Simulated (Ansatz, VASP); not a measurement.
**Two plane-wave programs on BeTe**

Contents of POSCAR:

```
BeTe
1.0
    0.0000000000      2.8286228760      2.8286228760
    2.8286228760      0.0000000000      2.8286228760
    2.8286228760      2.8286228760      0.0000000000
Be Te
1 1
Direct
    0.0000000000      0.0000000000      0.0000000000
    0.2500000000      0.2500000000      0.2500000000
```

INCAR.step1

```
  PREC = Accurate
  ENCUT = 520
  EDIFF = 1E-5
  ISMEAR = 0
  SIGMA = 0.01
  LREAL = F
  LASPH = T
  NELM = 100
  ALGO = Normal
  ISIF = 2
  LWAVE = T
  LCHARG = F
  GGA = PE
  NBANDS = 11
```

File INCAR.step2:

```
  PREC = Accurate
  ENCUT = 520
  EDIFF = 1E-6
  ISMEAR = 0
  SIGMA = 0.01
  LREAL = F
  LASPH = T
  NELM = 100
  ALGO = Normal
  ISIF = 2
  LWAVE = F
  LCHARG = F
  GGA = PE
  LHFCALC = T
  HFSCREEN = 0.2079
  PRECFOCK = Normal
  ISTART = 1
  NBANDS = 11
```

File KPOINTS:

```
regular mesh
0
Gamma
  4 4 4
```

Input for Ansatz:

```yaml
crystal:
  lattice:
    - [0.0, 2.828622876, 2.828622876]
    - [2.828622876, 0.0, 2.828622876]
    - [2.828622876, 2.828622876, 0.0]
  atoms:
    - { symbol: Be, position: [0.0, 0.0, 0.0] }
    - { symbol: Te, position: [0.25, 0.25, 0.25] }
kpoints:
  mp_grid: { grid: [4, 4, 4] }
  band_path:
    path:
      - [0.0, 0.0, 0.0]
      - [-0.5, -0.5, 0.0]
      - [-0.375, -0.375, 0.25]
      - [-0.375, 0.0, 0.375]
      - [0.0, 0.0, 0.5]
      - [-0.5, -0.25, 0.25]
      - [0.0, 0.5, 0.5]
    npoints: 1
hamiltonian:
  xc: hse06
scf:
  occupations: { method: fixed }
  n_extra_bands: 4
output:
  forces: true
  stress: true
  eigenvalues: true
```

Alike in both runs: task single point; functional HSE06; k mesh 4 × 4 × 4; no spin polarisation.

|  | VASP | Ansatz |
| --- | --- | --- |
| version | VASP 6.6.1 | Ansatz 0.2.0 |
| potentials or method | VASP PAW PBE potentials, release 64 (Be, Te) | plane waves, PAW |
| plane-wave cutoff (eV) | 520 | 420 |
| occupations | gaussian, width 0.01 eV | fixed |
| valence electrons in the cell | 8 | 18 |

VASP gave:

| Quantity | Value |
| --- | --- |
| gap on the k mesh at the Fermi level (eV) | 2.69 |
| pressure (GPa) | -0.5 |

**Question.** What did Ansatz give for the same quantities?

**Answer.** gap on the k mesh at the Fermi level (eV): 2.71; pressure (GPa): -0.4.

The two sets of potentials don't hold the same shells in valence. Ansatz warned: «stress_exchange_threshold_loose».

Caveats: the k mesh is coarse (spacing up to 0.48 Å⁻¹), so the values aren't converged, least of all with exact exchange; the PAW data sets were made with another functional, which shifts forces and pressure a little (VASP); spin-orbit coupling is left out, which moves the levels of the heavy elements. A k mesh can miss the band edges.
